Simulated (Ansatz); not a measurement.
Starting cell, BeO (wurtzite):

```yaml
crystal:
  lattice:
    - [2.71181, 0.00000, 0.00000]
    - [-1.35591, 2.34850, 0.00000]
    - [0.00000, 0.00000, 4.40456]
  atoms:
    - { symbol: Be, position: [0.66667, 0.33333, 0.00149] }
    - { symbol: Be, position: [0.33333, 0.66667, 0.50149] }
    - { symbol: O, position: [0.66667, 0.33333, 0.62371] }
    - { symbol: O, position: [0.33333, 0.66667, 0.12371] }
```

In this cell atom 3 (O, nearest neighbour Be at 1.656 Å; its periodic images, 2.7 Å or more away, move with it) is moved by u·(1.000, 0.000, 0.000) + v·(0.000, 1.000, 0.000); the rest is frozen.

Calculation: PBE (plane waves to 420 eV, PAW, scalar-relativistic; Ansatz, a quantum-chemistry and plane-wave program). k mesh 11×11×6 (Γ-centred), Fermi-Dirac smearing 0.05 eV. Points where atoms come too close for the PAW data are left out (x in tables, blank in figures). Fu and Fv are the components of the force on the atom. BeO was relaxed with its symmetry unable to fall. 

Q: Give the computed Fu (eV/Å) at all points of the grid u = -0.410, -0.205, 0.000, 0.205, 0.410 by v = -0.410, -0.205, 0.000, 0.205, 0.410.

A: Fu (eV/Å), with u across and v down:

```tsv
v \ u	-0.410	-0.205	0.000	0.205	0.410
-0.410	-1.01	-1.04	0.00	1.04	1.01
-0.205	2.33	0.86	0.00	-0.86	-2.33
0.000	6.14	2.56	0.00	-2.56	-6.14
0.205	11.84	4.73	0.00	-4.73	-11.84
0.410	x	7.25	0.00	-7.25	x
```

(For displaced atoms, the force is minus the slope of the energy, and its curvature is a force constant, which sets phonon frequencies.)
